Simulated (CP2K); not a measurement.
# TePb (Fm-3m) in CP2K: equation of state

Aim: energy against volume of TePb in PBEsol, for its equilibrium volume and stiffness.

Everything below comes from runs of CP2K 2026.2. Logs are shortened: lines on timing, memory, paths and dates and some standing lists are left out, and cuts for length are marked.

**1. The structure**

Symmetry: Fm-3m, No. 225, cubic system. The conventional cell has a = 6.462 Å, b = 6.462 Å, c = 6.462 Å, α = 90.00°, β = 90.00°, γ = 90.00°. Pb (site symmetry m-3m) is surrounded by 6 Te at 3.23 Å. Te (site symmetry m-3m) is surrounded by 6 Pb at 3.23 Å.

**2. Single point, PBEsol, 33.73 Å³/atom**

tepb_eos.inp

```
&GLOBAL
  PROJECT tepb_eos
  RUN_TYPE ENERGY_FORCE
  PRINT_LEVEL LOW
&END GLOBAL
&FORCE_EVAL
  METHOD QS
  STRESS_TENSOR ANALYTICAL
  &DFT
    BASIS_SET_FILE_NAME BASIS_MOLOPT_UZH
    POTENTIAL_FILE_NAME POTENTIAL_UZH
    &MGRID
      CUTOFF 450
      REL_CUTOFF 60
      NGRIDS 4
    &END MGRID
    &QS
      METHOD GPW
      EPS_DEFAULT 1.0E-10
    &END QS
    &KPOINTS
      SCHEME MONKHORST-PACK 7 7 7
      GAMMA_CENTERED T
      SYMMETRY T
      SYMMETRY_BACKEND SPGLIB
    &END KPOINTS
    &SCF
      SCF_GUESS ATOMIC
      EPS_SCF 1.0E-6
      MAX_SCF 100
      ADDED_MOS 10
      CHOLESKY OFF
      EPS_EIGVAL 1.0E-7
      &DIAGONALIZATION ON
        ALGORITHM STANDARD
      &END DIAGONALIZATION
      &MIXING ON
        METHOD BROYDEN_MIXING
        ALPHA 0.4
        BETA 1.5
        NBUFFER 8
      &END MIXING
      &SMEAR ON
        METHOD FERMI_DIRAC
        ELECTRONIC_TEMPERATURE 580.23
      &END SMEAR
    &END SCF
    &XC
      &XC_FUNCTIONAL
        &GGA_X_PBE_SOL
        &END GGA_X_PBE_SOL
        &GGA_C_PBE_SOL
        &END GGA_C_PBE_SOL
      &END XC_FUNCTIONAL
    &END XC
    &PRINT
      &KPOINTS ON
      &END KPOINTS
      &MULLIKEN ON
      &END MULLIKEN
      &MO ON
        ENERGIES T
        OCCUPATION_NUMBERS T
        &EACH
          QS_SCF 0
        &END EACH
        ADD_LAST NUMERIC
      &END MO
    &END PRINT
  &END DFT
  &SUBSYS
    &CELL
      A 4.5693240200 0.0000000000 0.0000000000
      B 2.2846620100 3.9571506795 0.0000000000
      C 2.2846620100 1.3190502265 3.7308374395
      PERIODIC XYZ
    &END CELL
    &COORD
      SCALED
      Pb  0.0000000000 0.0000000000 0.0000000000
      Te  0.5000000000 0.5000000000 0.5000000000
    &END COORD
    &KIND Pb
      BASIS_SET TZVP-MOLOPT-PBE-GTH-q4
      POTENTIAL GTH-PBE-q4
    &END KIND
    &KIND Te
      BASIS_SET TZVP-MOLOPT-PBE-GTH-q6
      POTENTIAL GTH-PBE-q6
    &END KIND
    &PRINT
      &ATOMIC_COORDINATES ON
      &END ATOMIC_COORDINATES
      &CELL ON
      &END CELL
    &END PRINT
  &END SUBSYS
  &PRINT
    &FORCES ON
    &END FORCES
    &STRESS_TENSOR ON
    &END STRESS_TENSOR
  &END PRINT
&END FORCE_EVAL
```

Potentials or basis: POTENTIAL_UZH Pb GTH-PBE-q4, Te GTH-PBE-q6; TZVP-MOLOPT-PBE-GTH basis.

Started as:

```
OMP_NUM_THREADS=1 cp2k.psmp -i tepb_eos.inp -o tepb_eos.out
```

tepb_eos.out:

```text

 CP2K| version string:                                       CP2K version 2026.2
 CP2K| Input file name                                              tepb_eos.inp

 GLOBAL| Force Environment number                                              1
 GLOBAL| Basis set file name                                    BASIS_MOLOPT_UZH
 GLOBAL| Potential file name                                       POTENTIAL_UZH
 GLOBAL| MM Potential file name                                     MM_POTENTIAL
 GLOBAL| Coordinate file name                                      __STD_INPUT__
 GLOBAL| Method name                                                        CP2K
 GLOBAL| Project name                                                   tepb_eos
 GLOBAL| Run type                                                   ENERGY_FORCE
 GLOBAL| FFT library                                                       FFTW3
[... 6 lines left out ...]
 GLOBAL| Total number of message passing processes                             1
 GLOBAL| Number of threads for this process                                    1
 GLOBAL| CPU model name                                                  UNKNOWN

 CELL| Volume [angstrom^3]:                                            67.459151
 CELL| Vector a [angstrom]:       4.569     0.000     0.000   |a| =     4.569324
 CELL| Vector b [angstrom]:       2.285     3.957     0.000   |b| =     4.569324
 CELL| Vector c [angstrom]:       2.285     1.319     3.731   |c| =     4.569324
 CELL| Angle (b,c), alpha [degree]:                                    60.000000
 CELL| Angle (a,c), beta  [degree]:                                    60.000000
 CELL| Angle (a,b), gamma [degree]:                                    60.000000
 CELL| Numerically orthorhombic:                                              NO
 CELL| Periodicity                                                           XYZ

 CELL_REF| Volume [angstrom^3]:                                        67.459151
 CELL_REF| Vector a [angstrom     4.569     0.000     0.000   |a| =     4.569324
 CELL_REF| Vector b [angstrom     2.285     3.957     0.000   |b| =     4.569324
 CELL_REF| Vector c [angstrom     2.285     1.319     3.731   |c| =     4.569324
 CELL_REF| Angle (b,c), alpha [degree]:                                60.000000
 CELL_REF| Angle (a,c), beta  [degree]:                                60.000000
 CELL_REF| Angle (a,b), gamma [degree]:                                60.000000
 CELL_REF| Numerically orthorhombic:                                          NO
 CELL_REF| Periodicity                                                       XYZ
[... 10 lines left out ...]

  Total number of            - Atomic kinds:                                   2
                             - Atoms:                                          2
                             - Shell sets:                                     2
                             - Shells:                                        14
                             - Primitive Cartesian functions:                  8
                             - Cartesian basis functions:                     36
                             - Spherical basis functions:                     34

  Maximum angular momentum of- Orbital basis functions:                        2
                             - Local part of the GTH pseudopotential:          0
                             - Non-local part of the GTH pseudopotential:      4

 MODULE QUICKSTEP: ATOMIC COORDINATES IN ANGSTROM

   Atom Kind Element         X             Y             Z       Z(eff)     Mass
      1    1 Pb   82      0.000000      0.000000      0.000000   4.0000 207.2000
      2    2 Te   52      4.569324      2.638100      1.865419   6.0000 127.6000

 SCF PARAMETERS         Density guess:                                    ATOMIC
                        --------------------------------------------------------
                        max_scf:                                             100
[... 7 lines left out ...]
                        --------------------------------------------------------
                        level_shift [a.u.]:                             0.000000
                        added MOs                                        10    0
                        --------------------------------------------------------
                        Mixing method:                            BROYDEN_MIXING
                                                charge density mixing in g-space
                        --------------------------------------------------------
                        Smear method:                                FERMI_DIRAC
                        Electronic temperature [K]:                        580.2
                        Electronic temperature [a.u.]:                  1.84E-03
                        Accuracy threshold:                             1.00E-10
[... 32 lines left out ...]
     6 Broy./Diag. 0.40E+00    0.6     0.00241281       -11.7089925376  8.23E-03
     7 Broy./Diag. 0.40E+00    0.6     0.00045867       -11.7062977230  2.69E-03
     8 Broy./Diag. 0.40E+00    0.6     0.00027101       -11.7065303448 -2.33E-04
     9 Broy./Diag. 0.40E+00    0.7     0.00004826       -11.7064830645  4.73E-05
    10 Broy./Diag. 0.40E+00    0.7     0.00002237       -11.7066021553 -1.19E-04
    11 Broy./Diag. 0.40E+00    0.7     0.00000191       -11.7065981462  4.01E-06
    12 Broy./Diag. 0.40E+00    0.7     0.00000047       -11.7065981409  5.28E-09

  *** SCF run converged in    12 steps ***

  Electronic density on regular grids:        -10.0000000000       -0.0000000000
  Core density on regular grids:                9.9999999962       -0.0000000038
  Total charge density on r-space grids:       -0.0000000038
  Total charge density g-space grids:          -0.0000000038

  Overlap energy of the core charge distribution:               0.00000000002223
  Self energy of the core charge distribution:                -24.78996145555788
  Core Hamiltonian energy:                                      4.95951613193240
  Hartree energy:                                              10.89635157873413
  Exchange-correlation energy:                                 -2.77250410384989
  Electronic entropic energy:                                  -0.00000029221321
  Fermi energy:                                                 0.15487467543891

  Total energy:                                               -11.70659814093048
  Total energy (extrapolated to T->0):                        -11.70659799482388

 MO| EIGENVALUES AND OCCUPATION NUMBERS FOR K POINT 1
 MO|
 MO|  Index      Eigenvalue [a.u.]        Eigenvalue [eV]             Occupation
 MO|      1              -0.256925              -6.991295               2.000000
 MO|      2              -0.168916              -4.596425               2.000000
 MO|      3               0.102178               2.780394               2.000000
 MO|      4               0.102178               2.780396               2.000000
 MO|      5               0.138595               3.771367               1.999716
 MO|      6               0.170829               4.648488               0.000339
 MO|      7               0.190723               5.189829               0.000000
 MO|      8               0.190723               5.189829               0.000000
 MO|      9               0.462686              12.590314               0.000000
 MO|     10               0.524485              14.271952               0.000000
 MO|     11               0.524485              14.271953               0.000000
 MO|     12               0.552757              15.041295               0.000000
 MO|     13               0.645026              17.552055               0.000000
[... 268 lines left out ...]
 MO|      4               0.096003               2.612365               2.000000
 MO|      5               0.121006               3.292732               2.000000
 MO|      6               0.207847               5.655814               0.000000
 MO|      7               0.221260               6.020782               0.000000
 MO|      8               0.221260               6.020784               0.000000
 MO|      9               0.403621              10.983098               0.000000
 MO|     10               0.436388              11.874709               0.000000
 MO|     11               0.436388              11.874712               0.000000
 MO|     12               0.561962              15.291765               0.000000
 MO|     13               0.617689              16.808180               0.000000
 MO|     14               0.617690              16.808192               0.000000
 MO|     15               0.742126              20.194275               0.000000
 MO| Sum:                                                              10.000000
 MO| E(Fermi):            0.154875 a.u.          4.214354 eV

 [... the levels of further k-points ...]

 !-----------------------------------------------------------------------------!
                     Mulliken Population Analysis

 #  Atom  Element  Kind  Atomic population                           Net charge
       1     Pb       1          3.512431                              0.487569
       2     Te       2          6.487569                             -0.487569
 # Total charge                             10.000000                  0.000000

 !-----------------------------------------------------------------------------!

 ENERGY| Total FORCE_EVAL ( QS ) energy [hartree]            -11.706597748070017

 FORCES| Atomic forces [hartree/bohr]
 FORCES|   Atom     x               y               z               |f|
 FORCES|      1 -5.63916635E-16  8.59981394E-16  2.00167016E-15   2.25038961E-15
 FORCES|      2 -2.07260238E-14  4.81001532E-16 -1.11212115E-14   2.35261720E-14
 FORCES| Sum    -2.12899404E-14  1.34098293E-15 -9.11954133E-15
 FORCES| Total atomic force                                       2.31996947E-14

 STRESS| Analytical stress tensor [bar]
 STRESS|                        x                   y                   z
 STRESS|      x        1.59568931168E+04   2.09480866397E-03   2.50456909100E-03
 STRESS|      y        2.09480866397E-03   1.59569599080E+04   2.23370488103E-01
 STRESS|      z        2.50456909100E-03   2.23370488103E-01   1.59571972223E+04
 STRESS| 1/3 Trace                                             1.59570167490E+04
 STRESS| Determinant                                           4.06307746549E+12

 STRESS| Eigenvectors and eigenvalues of the analytical stress tensor [bar]
 STRESS|                        1                   2                   3
 STRESS| Eigenvalues   1.59568256307E+04   1.59568930968E+04   1.59573315194E+04
 STRESS|      x          -0.007481422359      0.999944942753      0.007357974057
 STRESS|      y           0.857068047249      0.002621429493      0.515196555203
 STRESS|      z          -0.515148901488     -0.010160687484      0.857040471463
```

Run time: 9.5 s. Hardware: 1 thread of Arm Neoverse V2, shared host; peak memory 0.29 GiB.

Results:

```
Free energy      : -318.5527 eV
Pressure         : 1.6 GPa
Mulliken charges : Pb +0.49; Te -0.49 e
```

Caveat: Mulliken charges move with the basis; this odd mesh misses L, where the gap lies, so gap, dielectric constants and Born charges aren't listed; the potentials were made for another functional, which shifts forces and pressure; the basis of atomic orbitals isn't converged, which shifts pressures, moduli and gaps.

**3. Single point, PBEsol, 33.05 Å³/atom (volume scaled by 0.98)**

Edit tepb_eos.inp of step 2 so:

```diff
@@ -11,2 +11,3 @@
     POTENTIAL_FILE_NAME POTENTIAL_UZH
+    WFN_RESTART_FILE_NAME previous-RESTART.kp
     &MGRID
@@ -27,3 +28,3 @@
     &SCF
-      SCF_GUESS ATOMIC
+      SCF_GUESS RESTART
       EPS_SCF 1.0E-6
@@ -72,5 +73,5 @@
     &CELL
-      A 4.5693240200 0.0000000000 0.0000000000
-      B 2.2846620100 3.9571506795 0.0000000000
-      C 2.2846620100 1.3190502265 3.7308374395
+      A 4.5386564918 0.0000000000 0.0000000000
+      B 2.2693282459 3.9305918210 0.0000000000
+      C 2.2693282459 1.3101972737 3.7057975076
       PERIODIC XYZ
```

Potentials or basis: POTENTIAL_UZH Pb GTH-PBE-q4, Te GTH-PBE-q6; TZVP-MOLOPT-PBE-GTH basis.

Started as:

```
OMP_NUM_THREADS=1 cp2k.psmp -i tepb_eos.inp -o tepb_eos.out
```

It took 12 s on 1 thread of Arm Neoverse V2, shared host; peak memory 0.29 GiB.

Results (log left out):

```yaml
Free_energy: -318.5350 eV
Pressure: 2.6 GPa
Mulliken_charges: Pb +0.49; Te -0.49 e
```

Caveat: Mulliken charges move with the basis; this odd mesh misses L, where the gap lies, so gap, dielectric constants and Born charges aren't listed; the potentials were made for another functional, which shifts forces and pressure; the basis of atomic orbitals isn't converged, which shifts pressures, moduli and gaps.

**4. Single point, PBEsol, 34.40 Å³/atom (volume scaled by 1.02)**

Edit tepb_eos.inp of step 3 so:

```diff
@@ -73,5 +73,5 @@
     &CELL
-      A 4.5386564918 0.0000000000 0.0000000000
-      B 2.2693282459 3.9305918210 0.0000000000
-      C 2.2693282459 1.3101972737 3.7057975076
+      A 4.5995853259 0.0000000000 0.0000000000
+      B 2.2997926629 3.9833577391 0.0000000000
+      C 2.2997926629 1.3277859130 3.7555456923
       PERIODIC XYZ
```

Started as:

```
OMP_NUM_THREADS=1 cp2k.psmp -i tepb_eos.inp -o tepb_eos.out
```

It took 12 s on 1 thread of Arm Neoverse V2, shared host; peak memory 0.29 GiB.

The run converged. Its results:

* Free energy: -318.5621 eV
* Pressure: 0.7 GPa
* Mulliken charges: Pb +0.49; Te -0.49 e

Caveat: Mulliken charges move with the basis; this odd mesh misses L, where the gap lies, so gap, dielectric constants and Born charges aren't listed; the potentials were made for another functional, which shifts forces and pressure; the basis of atomic orbitals isn't converged, which shifts pressures, moduli and gaps.

**5. Single point, PBEsol, 32.38 Å³/atom (volume scaled by 0.96)**

Edit tepb_eos.inp of step 4 so:

```diff
@@ -73,5 +73,5 @@
     &CELL
-      A 4.5995853259 0.0000000000 0.0000000000
-      B 2.2997926629 3.9833577391 0.0000000000
-      C 2.2997926629 1.3277859130 3.7555456923
+      A 4.5075688279 0.0000000000 0.0000000000
+      B 2.2537844139 3.9036691143 0.0000000000
+      C 2.2537844139 1.3012230381 3.6804145363
       PERIODIC XYZ
```

Started as:

```
OMP_NUM_THREADS=1 cp2k.psmp -i tepb_eos.inp -o tepb_eos.out
```

It took 14 s on 1 thread of Arm Neoverse V2, shared host; peak memory 0.29 GiB.

It converged, with:

```yaml
Free_energy: -318.5079 eV
Pressure: 3.8 GPa
Mulliken_charges: Pb +0.48; Te -0.48 e
```

Caveat: Mulliken charges move with the basis; this odd mesh misses L, where the gap lies, so gap, dielectric constants and Born charges aren't listed; the potentials were made for another functional, which shifts forces and pressure; the basis of atomic orbitals isn't converged, which shifts pressures, moduli and gaps.

**6. Single point, PBEsol, 35.08 Å³/atom (volume scaled by 1.04)**

Edit tepb_eos.inp of step 5 so:

```diff
@@ -73,5 +73,5 @@
     &CELL
-      A 4.5075688279 0.0000000000 0.0000000000
-      B 2.2537844139 3.9036691143 0.0000000000
-      C 2.2537844139 1.3012230381 3.6804145363
+      A 4.6294536000 0.0000000000 0.0000000000
+      B 2.3147268000 4.0092244233 0.0000000000
+      C 2.3147268000 1.3364081411 3.7799330360
       PERIODIC XYZ
```

Potentials or basis: POTENTIAL_UZH Pb GTH-PBE-q4, Te GTH-PBE-q6; TZVP-MOLOPT-PBE-GTH basis.

Started as:

```
OMP_NUM_THREADS=1 cp2k.psmp -i tepb_eos.inp -o tepb_eos.out
```

Wall time 12 s (1 thread of Arm Neoverse V2, shared host); peak memory 0.29 GiB.

The run converged. Its results:

```yaml
Free_energy: -318.5640 eV
Pressure: -0.2 GPa
Mulliken_charges: Pb +0.49; Te -0.49 e
```

Caveat: Mulliken charges move with the basis; this odd mesh misses L, where the gap lies, so gap, dielectric constants and Born charges aren't listed; the potentials were made for another functional, which shifts forces and pressure; the basis of atomic orbitals isn't converged, which shifts pressures, moduli and gaps.

**7. Single point, PBEsol, 31.71 Å³/atom (volume scaled by 0.94)**

Edit tepb_eos.inp of step 6 so:

```diff
@@ -73,5 +73,5 @@
     &CELL
-      A 4.6294536000 0.0000000000 0.0000000000
-      B 2.3147268000 4.0092244233 0.0000000000
-      C 2.3147268000 1.3364081411 3.7799330360
+      A 4.4760463362 0.0000000000 0.0000000000
+      B 2.2380231681 3.8763698357 0.0000000000
+      C 2.2380231681 1.2921232786 3.6546765296
       PERIODIC XYZ
```

Started as:

```
OMP_NUM_THREADS=1 cp2k.psmp -i tepb_eos.inp -o tepb_eos.out
```

Wall time 14 s (1 thread of Arm Neoverse V2, shared host); peak memory 0.29 GiB.

Results (log left out):

```yaml
Free_energy: -318.4704 eV
Pressure: 5.1 GPa
Mulliken_charges: Pb +0.48; Te -0.48 e
```

Caveat: Mulliken charges move with the basis; this odd mesh misses L, where the gap lies, so gap, dielectric constants and Born charges aren't listed; the potentials were made for another functional, which shifts forces and pressure; the basis of atomic orbitals isn't converged, which shifts pressures, moduli and gaps.

**8. Single point, PBEsol, 35.75 Å³/atom (volume scaled by 1.06)**

Edit tepb_eos.inp of step 7 so:

```diff
@@ -73,5 +73,5 @@
     &CELL
-      A 4.4760463362 0.0000000000 0.0000000000
-      B 2.2380231681 3.8763698357 0.0000000000
-      C 2.2380231681 1.2921232786 3.6546765296
+      A 4.6589413606 0.0000000000 0.0000000000
+      B 2.3294706803 4.0347615731 0.0000000000
+      C 2.3294706803 1.3449205244 3.8040096917
       PERIODIC XYZ
```

Started as:

```
OMP_NUM_THREADS=1 cp2k.psmp -i tepb_eos.inp -o tepb_eos.out
```

It took 12 s on 1 thread of Arm Neoverse V2, shared host; peak memory 0.29 GiB.

Results (log left out):

- Free energy: -318.5591 eV
- Pressure: -1.0 GPa
- Mulliken charges: Pb +0.49; Te -0.49 e

Caveat: Mulliken charges move with the basis; this odd mesh misses L, where the gap lies, so gap, dielectric constants and Born charges aren't listed; the potentials were made for another functional, which shifts forces and pressure; the basis of atomic orbitals isn't converged, which shifts pressures, moduli and gaps.

**9. Equation of state, PBEsol**

Potentials or basis: POTENTIAL_UZH Pb GTH-PBE-q4, Te GTH-PBE-q6; TZVP-MOLOPT-PBE-GTH basis.

This step only gathers the single runs of the series.

What came out:

```yaml
Equilibrium_volume: 34.92 Å³/atom
Bulk_modulus: 43 GPa
Pressure_derivative_of_the_bulk_modulus: 4.5
```

Energy against volume, from the lowest point:
| volume (Å³/atom) | energy (meV/atom) |
| --- | --- |
| 31.706 | 46.80 |
| 32.380 | 28.07 |
| 33.055 | 14.52 |
| 33.730 | 5.64 |
| 34.404 | 0.94 |
| 35.079 | 0.00 |
| 35.753 | 2.44 |

Caveat: this odd mesh misses L, where the gap lies, so gap, dielectric constants and Born charges aren't listed; the potentials were made for another functional, which shifts forces and pressure; the basis of atomic orbitals isn't converged, which shifts pressures, moduli and gaps. Zero-point motion and thermal expansion aren't in these numbers.
